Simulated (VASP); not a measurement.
# ZnS in VASP: notebook

Aim: see how the results for ZnS move with the level of theory and the settings. Levels: r2SCAN, PBE. Tasks: single point.

All numbers are computed with VASP 6.6.1; they aren't measurements. Logs are shortened: lines on timing, memory, paths and dates and some standing lists are left out, and cuts for length are marked.

**The experiment to reproduce.**

From a printed reference work, monograph, for a bulk crystal of ZnS at 4 K: band gap 3.911 eV (direct).

How close the calculation comes is told below.

## (1) The cell of the first run

Symmetry: P6_3mc, No. 186, hexagonal system. Conventional cell: a = 3.805 Å, b = 3.805 Å, c = 6.244 Å, α = 90.00°, β = 90.00°, γ = 120.00°. Zn (site symmetry 3m) has 4 S at 2.33 to 2.34 Å within 3.1 Å. S (site symmetry 3m) has 4 Zn at 2.33 to 2.34 Å within 3.1 Å.

## (2) Single point, r2SCAN

Input file POSCAR:

```
ZnS
1.0
    3.8054280145      0.0000000000      0.0000000000
   -1.9027140073      3.2955973328      0.0000000000
    0.0000000000      0.0000000000      6.2440175211
Zn S
2 2
Direct
    0.3333333333      0.6666666667      0.0053397645
    0.6666666667      0.3333333333      0.5053397645
    0.3333333333      0.6666666667      0.3796602355
    0.6666666667      0.3333333333      0.8796602355
```

Input file INCAR.step1:

```
SYSTEM = ZnS
PREC = Accurate
ENCUT = 520
ISMEAR = 0
SIGMA = 0.01
LREAL = .False.
LASPH = .True.
NELM = 60
NBANDS = 26
GGA = PE
ALGO = Normal
EDIFF = 1E-4
LWAVE = .True.
LCHARG = .False.
```

Input file INCAR.step2:

```
SYSTEM = ZnS
PREC = Accurate
ENCUT = 520
EDIFF = 1E-6
ISMEAR = 0
SIGMA = 0.01
LREAL = .False.
LASPH = .True.
NELM = 60
ALGO = Normal
ISIF = 2
LWAVE = .False.
LCHARG = .False.
METAGGA = R2SCAN
LMIXTAU = .True.
NBANDS = 26
ISTART = 1
```

Input file KPOINTS:

```
regular mesh
0
Gamma
  12 12 4
  0 0 0
```

Potentials or basis: VASP PAW PBE potentials, release 64 (Zn, S).

On the command line:

```console
cat potpaw_PBE.64/Zn/POTCAR potpaw_PBE.64/S/POTCAR > POTCAR
cp INCAR.step1 INCAR
mpirun -np 1 vasp_std > vasp.out
cp INCAR.step2 INCAR
mpirun -np 1 vasp_std > vasp.out
```

OUTCAR:

```text
SYSTEM = ZnS
   PREC = Accurate
   ENCUT = 520
   EDIFF = 1E-6
   ISMEAR = 0
   LREAL = .False.
   LASPH = .True.
   NELM = 60
   ISIF = 2
   METAGGA = R2SCAN
   ISTART = 1

 ion  position               nearest neighbor table
   1  0.333  0.667  0.005-   4 2.33   4 2.33   4 2.33   3 2.34
   2  0.667  0.333  0.505-   3 2.33   3 2.33   3 2.33   4 2.34
   3  0.333  0.667  0.380-   2 2.33   2 2.33   2 2.33   1 2.34
   4  0.667  0.333  0.880-   1 2.33   1 2.33   1 2.33   2 2.34

  LATTYP: Found a hexagonal cell.
 ALAT       =     3.8054280145
 C/A-ratio  =     1.6408187193

  Lattice vectors:

 A1 = (   3.8054280145,   0.0000000000,   0.0000000000)
 A2 = (  -1.9027140073,   3.2955973328,   0.0000000000)
 A3 = (   0.0000000000,   0.0000000000,   6.2440175211)

Analysis of symmetry for initial positions (statically):
=====================================================================
 Subroutine PRICEL returns:
 Original cell was already a primitive cell.

 Routine SETGRP: Setting up the symmetry group for a
 hexagonal supercell.

 Subroutine GETGRP returns: Found 12 space group operations
 (whereof  6 operations were pure point group operations)
 out of a pool of 24 trial point group operations.

The static configuration has the point symmetry C_3v.
 The point group associated with its full space group is C_6v.

Analysis of symmetry for dynamics (positions and initial velocities):
=====================================================================
 Subroutine PRICEL returns:
 Original cell was already a primitive cell.

 Routine SETGRP: Setting up the symmetry group for a
 hexagonal supercell.

 Subroutine GETGRP returns: Found 12 space group operations
 (whereof  6 operations were pure point group operations)
 out of a pool of 24 trial point group operations.

The dynamic configuration has the point symmetry C_3v.
 The point group associated with its full space group is C_6v.

 Subroutine INISYM returns: Found 12 space group operations
 (whereof  6 operations are pure point group operations),
 and found     1 'primitive' translations

----------------------------------------------------------------------------------------

                                     Primitive cell

  volume of cell :      78.3072

  direct lattice vectors                    reciprocal lattice vectors
     3.805428014  0.000000000  0.000000000     0.262782530  0.151717564  0.000000000
    -1.902714007  3.295597333  0.000000000     0.000000000  0.303435128  0.000000000
     0.000000000  0.000000000  6.244017521     0.000000000  0.000000000  0.160153298

  length of vectors
     3.805428014  3.805428014  6.244017521     0.303435128  0.303435128  0.160153298

  position of ions in fractional coordinates (direct lattice)
     0.333333333  0.666666667  0.005339765
     0.666666667  0.333333333  0.505339765
     0.333333333  0.666666667  0.379660235
     0.666666667  0.333333333  0.879660235

  ion indices of the primitive-cell ions
   primitive index   ion index
                 1           1
                 2           2
                 3           3
                 4           4

----------------------------------------------------------------------------------------

 KPOINTS: regular mesh

Automatic generation of k-mesh.
 Grid dimensions read from file:
 generate k-points for:   12   12    4

 Generating k-lattice:

  Cartesian coordinates                     Fractional coordinates (reciprocal lattice)
     0.021898544  0.012643130  0.000000000     0.083333333 -0.000000000  0.000000000
     0.000000000  0.025286261  0.000000000     0.000000000  0.083333333  0.000000000
     0.000000000  0.000000000  0.040038325     0.000000000  0.000000000  0.250000000

  Length of vectors
     0.025286261  0.025286261  0.040038325

  Shift w.r.t. Gamma in fractional coordinates (k-lattice)
     0.000000000  0.000000000  0.000000000

 Subroutine IBZKPT returns following result:
 ===========================================

 Found     57 irreducible k-points:

 Following reciprocal coordinates:
            Coordinates               Weight
  0.000000  0.000000  0.000000      1.000000
  0.083333 -0.000000  0.000000      6.000000
  0.166667 -0.000000  0.000000      6.000000
  0.250000 -0.000000  0.000000      6.000000
  0.333333  0.000000  0.000000      6.000000
  0.416667  0.000000  0.000000      6.000000
[... 16 lines left out ...]
  0.250000 -0.000000  0.250000     12.000000
  0.333333  0.000000  0.250000     12.000000
 [... further k-points ...]
   k-points           NKPTS =     57   k-points in BZ     NKDIM =     57   number of bands    NBANDS=     26
   number of dos      NEDOS =    301   number of ions     NIONS =      4
   total plane-waves  NPLWV =  37632
   dimension x,y,z NGX =    28 NGY =   28 NGZ =   48
   dimension x,y,z NGXF=    56 NGYF=   56 NGZF=   96
   ions per type =               2   2
   NGX,Y,Z   is equivalent  to a cutoff of  12.23, 12.23, 12.78 a.u.
   NGXF,Y,Z  is equivalent  to a cutoff of  24.46, 24.46, 25.56 a.u.
 SYSTEM =  ZnS
   PREC   = accura    normal or accurate (medium, high low for compatibility)
   ISTART =      1    job   : 0-new  1-cont  2-samecut
   ICHARG =      0    charge: 1-file 2-atom 10-const
   ISPIN  =      1    spin polarized calculation?
   LNONCOLLINEAR =      F non collinear calculations
   LSORBIT =      F    spin-orbit coupling
   LASPH  =      T    aspherical Exc in radial PAW
   ENCUT  =  520.0 eV  38.22 Ry    6.18 a.u.   7.08  7.08 11.61*2*pi/ulx,y,z
   NELM   =     60;   NELMIN=  2; NELMDL=  0     # of ELM steps
   EDIFF  = 0.1E-05   stopping-criterion for ELM
   LREAL  =      F    real-space projection
[... 7 lines left out ...]
   TEBEG  =    0.0;   TEEND  =   0.0 temperature during run
   PSTRESS=    0.0 pullay stress
   NELECT =      36.0000    total number of electrons
   NUPDOWN=      -1.0000    fix difference up-down
   EMIN   =  10.00;   EMAX   =-10.00  energy-range for DOS
   EFERMI =   0.00;   METHOD = LEGACY
   ISMEAR =     0;   SIGMA  =   0.01  broadening in eV -4-tet -1-fermi 0-gaus
   EFERMI_NEDOS =   21; number of points for ismear=-14 and -15
   IALGO  =     38    algorithm
   IMIX   =      4    mixing-type and parameters
     AMIX     =   0.40;   BMIX     =  1.00
     AMIX_MAG =   1.60;   BMIX_MAG =  1.00
  volume/ion in A,a.u.               =      19.58       132.11
  Fermi-wavevector in a.u.,A,eV,Ry     =   1.263500  2.387668 21.720762  1.596431
  Thomas-Fermi vector in A             =   2.396853
   LORBIT       =      0    0 simple, 1 ext, 2 COOP (PROOUT), +10 PAW based schemes
   METAGGA = R2SCAN    functional components
   LHFCALC =     F    Hartree Fock is set to
   AEXX    =    0.0000 exact exchange contribution
   IVDW    =     0    specifies the selected vdW correction
   LEPSILON=     F    determine dielectric tensor
   LRPA    =     F    only Hartree local field effects (RPA)
 non-spin polarized calculation
 Gauss-broadening in eV      SIGMA  =   0.01
  energy-cutoff  :      520.00
  volume of cell :       78.31
 maximum number of plane-waves:      2130
   NGX = 15   NGY = 15   NGZ = 23

 number of electron      35.9999994 magnetization

 Free energy of the ion-electron system (eV)
  ---------------------------------------------------
  ext. energy  EPLUGINS =         0.00000000
  ---------------------------------------------------
  free energy    TOTEN  =       -37.72374041 eV

  energy without entropy =      -37.72374041  energy(sigma->0) =      -37.72374041

 E-fermi :   2.0338     XC(G=0): -10.3158

 val. band max:        1.9229766232   @ k =   0.0000   0.0000   0.0000
 cond. band min:       4.7134332855   @ k =   0.0000   0.0000   0.0000
 fundamental gap:      2.7904566623
 Fermi energy:         2.0338331343

 k-point     1 :       0.0000    0.0000    0.0000
  band No.  band energies     occupation
      1     -11.8338      2.00000
      2     -10.8724      2.00000
      3      -4.6136      2.00000
      4      -4.5995      2.00000
      5      -4.5995      2.00000
      6      -4.5083      2.00000
[... 18 lines left out ...]
     25      10.1613      0.00000
     26      11.7907      0.00000

 k-point     2 :       0.0833   -0.0000    0.0000
  band No.  band energies     occupation
      1     -11.7851      2.00000
      2     -10.8448      2.00000
      3      -4.6089      2.00000
      4      -4.5968      2.00000
      5      -4.5893      2.00000
      6      -4.5029      2.00000
[... 18 lines left out ...]
     25      10.3869      0.00000
     26      11.4240      0.00000

 k-point     3 :       0.1667   -0.0000    0.0000
  band No.  band energies     occupation
      1     -11.6454      2.00000
      2     -10.7701      2.00000
      3      -4.6104      2.00000
      4      -4.5740      2.00000
      5      -4.5630      2.00000
      6      -4.4817      2.00000
[... 18 lines left out ...]
     25      10.6705      0.00000
     26      11.0100      0.00000

 k-point     4 :       0.2500   -0.0000    0.0000
  band No.  band energies     occupation
      1     -11.4357      2.00000
      2     -10.6724      2.00000
      3      -4.6077      2.00000
      4      -4.5442      2.00000
      5      -4.5308      2.00000
      6      -4.4321      2.00000
[... 18 lines left out ...]
     25      11.0419      0.00000
     26      11.3458      0.00000
[... 496 lines left out ...]
      1     -11.5318      2.00000
      2     -10.9154      2.00000
      3      -4.6223      2.00000
      4      -4.5634      2.00000
      5      -4.5502      2.00000
      6      -4.5030      2.00000
[... 18 lines left out ...]
     25      10.6077      0.00000
     26      10.8993      0.00000

 k-point    23 :       0.2500   -0.0000    0.2500
  band No.  band energies     occupation
      1     -11.3336      2.00000
      2     -10.7948      2.00000
      3      -4.6197      2.00000
      4      -4.5481      2.00000
      5      -4.5138      2.00000
      6      -4.4487      2.00000
[... 18 lines left out ...]
     25      10.9971      0.00000
     26      11.4570      0.00000

 k-point    24 :       0.3333    0.0000    0.2500
  band No.  band energies     occupation
      1     -11.1087      2.00000
      2     -10.6796      2.00000
      3      -4.6075      2.00000
      4      -4.5257      2.00000
      5      -4.4820      2.00000
      6      -4.3642      2.00000
[... 18 lines left out ...]
     25      11.3549      0.00000
     26      12.3715      0.00000

 [... further k-points ...]

------------------------ aborting loop because EDIFF is reached ----------------------------------------

  FORCE on cell =-STRESS in cart. coord.  units (eV):
  Direction    XX          YY          ZZ          XY          YZ          ZX
  --------------------------------------------------------------------------------------
  -------------------------------------------------------------------------------------
  Total        0.0597877      0.0597877      0.0392211     -0.0000000      0.0000000      0.0000000
  in kB        1.2232663      1.2232663      0.8024701     -0.0000000      0.0000000      0.0000000
  external PRESSURE =       1.0830009 kB  Pullay stress =       0.0000000 kB

 VOLUME and BASIS-vectors are now :
 -----------------------------------------------------------------------------
  energy-cutoff  :      520.00
  volume of cell :       78.31
      direct lattice vectors                 reciprocal lattice vectors
     3.805428014  0.000000000  0.000000000     0.262782530  0.151717564  0.000000000
    -1.902714007  3.295597333  0.000000000     0.000000000  0.303435128  0.000000000
     0.000000000  0.000000000  6.244017521     0.000000000  0.000000000  0.160153298

 POSITION                                       TOTAL-FORCE (eV/Angst)
 -----------------------------------------------------------------------------------
     -0.00000      2.19706      0.03334         0.000000      0.000000      0.005498
      1.90271      1.09853      3.15535        -0.000000     -0.000000      0.005498
     -0.00000      2.19706      2.37061        -0.000000      0.000000     -0.005498
      1.90271      1.09853      5.49261        -0.000000     -0.000000     -0.005498
 -----------------------------------------------------------------------------------
    total drift:                               -0.000000      0.000000      0.012182

  FREE ENERGIE OF THE ION-ELECTRON SYSTEM (eV)
  ---------------------------------------------------
  free  energy   TOTEN  =       -37.7237404119 eV

  energy  without entropy=      -37.7237404119  energy(sigma->0) =      -37.72374041
```

Wall time 11 min (1 thread of Intel Xeon 8259CL, shared host); peak memory 0.26 GiB.

Results:

* Free energy: -37.7237 eV
* Pressure: 0.1 GPa
* Largest force: 0.005 eV/Å
* Band gap on the k mesh: 2.79 eV

Forces on the atoms (eV/Å):
```
Zn   0.000  0.000  0.005
Zn   0.000  0.000  0.005
S    0.000  0.000 -0.005
S    0.000  0.000 -0.005
```

Levels at points of the mesh, in eV from the valence-band top:
```
           k point  band 16  band 17  band 18  band 19  band 20  band 21
(0.00, 0.00, 0.00)    -0.08     0.00     0.00     2.79     3.62     6.80
(0.50, 0.00, 0.00)    -2.31    -1.73    -0.91     4.04     4.78     5.45
(0.00, 0.00, 0.50)    -0.48    -0.48    -0.48     4.11     4.11     7.26
(0.50, 0.00, 0.50)    -1.68    -1.66    -1.66     3.96     3.96     5.66
```

Caveat: the PAW data sets were made with another functional, which shifts forces and pressure a little.

## (3) Single point, r2SCAN (epitaxial xy strain +5.8%)

Input file POSCAR:

```
ZnS
1.0
    4.0242401254      0.0000000000      0.0000000000
   -2.0121200627      3.4850941795      0.0000000000
    0.0000000000      0.0000000000      6.0454359906
Zn S
2 2
Direct
    0.3333333333      0.6666666667     -0.0016956143
    0.6666666667      0.3333333333      0.4983043857
    0.3333333333      0.6666666667      0.3866956143
    0.6666666667      0.3333333333      0.8866956143
```

INCAR.step1, as its differences from that of step 2:

```diff
@@ -7,3 +7,3 @@
 LASPH = .True.
-NELM = 60
+NELM = 100
 NBANDS = 26
```

INCAR.step2, as its differences from that of step 2:

```diff
@@ -3,3 +3,3 @@
 ENCUT = 520
-EDIFF = 1E-6
+EDIFF = 1E-7
 ISMEAR = 0
@@ -8,3 +8,3 @@
 LASPH = .True.
-NELM = 60
+NELM = 100
 ALGO = Normal
```

Input file KPOINTS:

```
Automatic mesh
0
Gamma
  12 12 4
  0 0 0
```

Potentials or basis: VASP PAW PBE potentials, release 64 (Zn, S).

On the command line:

```console
cat potpaw_PBE.64/Zn/POTCAR potpaw_PBE.64/S/POTCAR > POTCAR
cp INCAR.step1 INCAR
mpirun -np 1 vasp_std > vasp.out
cp INCAR.step2 INCAR
mpirun -np 1 vasp_std > vasp.out
```

Run time: 14 min. Hardware: 1 thread of Intel Xeon 8259CL, shared host; peak memory 0.27 GiB.

Results (log left out):

* Free energy: -37.4922 eV
* Pressure: -5.0 GPa
* Largest force: 0.005 eV/Å
* Band gap on the k mesh: 2.30 eV

Forces in eV/Å, atoms in the order of the input:
```
Zn   0.000  0.000  0.005
Zn   0.000  0.000  0.005
S    0.000  0.000 -0.005
S    0.000  0.000 -0.005
```

Stress tensor (GPa, compression positive):
```
-7.45  0.00  0.00
 0.00 -7.45  0.00
 0.00  0.00 -0.02
```

Levels at points of the mesh, in eV from the valence-band top:
```csv
k point,band 15,band 16,band 17,band 18,band 19,band 20,band 21,band 22
"(0.00, 0.00, 0.00)",-1.21,-0.22,-0.22,0.00,2.30,2.61,6.36,6.36
"(0.50, 0.00, 0.00)",-3.04,-2.40,-1.53,-0.94,3.53,4.52,5.83,7.32
"(0.00, 0.00, 0.50)",-0.73,-0.73,-0.73,-0.73,3.41,3.41,6.79,6.79
"(0.50, 0.00, 0.50)",-1.72,-1.72,-1.28,-1.28,3.95,3.95,5.72,5.72
```

Caveat: the cell differs from its parent crystal (epitaxial xy strain +5.8%); the cell stands under tension; the PAW data sets were made with another functional, which shifts forces and pressure a little. A k mesh can miss the band edges.

## (4) Single point, PBE (uniaxial y strain -3.7%)

Input file INCAR:

```
SYSTEM = ZnS
ALGO = Normal
EDIFF = 1E-6
ENCUT = 520
GGA = PE
ISIF = 2
ISMEAR = -1
LASPH = .True.
LCHARG = .False.
LREAL = .False.
LWAVE = .False.
NBANDS = 26
NELM = 60
PREC = Accurate
SIGMA = 0.02
```

Input file KPOINTS:

```
k-points
0
Gamma
  12 12 4
  0 0 0
```

Input file POSCAR:

```
ZnS
1.0
    3.8054280145      0.0000000000      0.0000000000
   -1.9027140073      3.1723419926      0.0000000000
    0.0000000000      0.0000000000      6.2440175211
Zn S
2 2
Direct
    0.3333114643      0.6666229286      0.0073603376
    0.6666885357      0.3333770714      0.5073603376
    0.3276982294      0.6553964588      0.3776396624
    0.6723017706      0.3446035412      0.8776396624
```

On the command line:

```console
cat potpaw_PBE.64/Zn/POTCAR potpaw_PBE.64/S/POTCAR > POTCAR
mpirun -np 1 vasp_std > vasp.out
```

Run time: 5.3 min. Hardware: 1 thread of Intel Xeon 8259CL, shared host; peak memory 0.33 GiB.

The run converged. Its results:

```yaml
Free_energy: -13.5854 eV
Pressure: 5.6 GPa
Largest_force: 0.010 eV/Å
Band_gap_on_the_k_mesh: 2.23 eV
```

Forces on the atoms (eV/Å):
```
Zn   0.000 -0.002  0.006
Zn   0.000  0.002  0.006
S    0.000 -0.008 -0.006
S    0.000  0.008 -0.006
```

Stress tensor (GPa, compression positive):
```
5.04 0.00 0.00
0.00 7.38 0.00
0.00 0.00 4.41
```

Levels at points of the mesh, in eV from the valence-band top:
```tsv
k point	band 14	band 15	band 16	band 17	band 18	band 19	band 20	band 21	band 22	band 23
(0.00, 0.00, 0.00)	-1.13	-0.87	-0.27	-0.16	0.00	2.23	3.22	6.08	6.26	6.50
(0.50, 0.00, 0.00)	-4.46	-3.62	-2.32	-2.01	-0.94	3.77	4.34	4.98	6.89	7.18
(0.00, 0.50, 0.00)	-4.29	-3.57	-2.64	-1.87	-1.19	3.31	3.92	4.68	6.49	7.50
(0.00, 0.00, 0.50)	-3.18	-0.67	-0.67	-0.45	-0.45	3.65	3.65	6.61	6.61	6.70
(0.50, 0.00, 0.50)	-5.20	-1.94	-1.94	-1.68	-1.68	3.41	3.41	5.15	5.15	8.82
(0.00, 0.50, 0.50)	-5.08	-1.97	-1.97	-1.92	-1.92	3.29	3.29	5.00	5.00	8.51
```

Caveat: the cell differs from its parent crystal (uniaxial y strain -3.7%); the cell stands under pressure. A k mesh can miss the band edges.

(Part 1 of 2 ends here.)
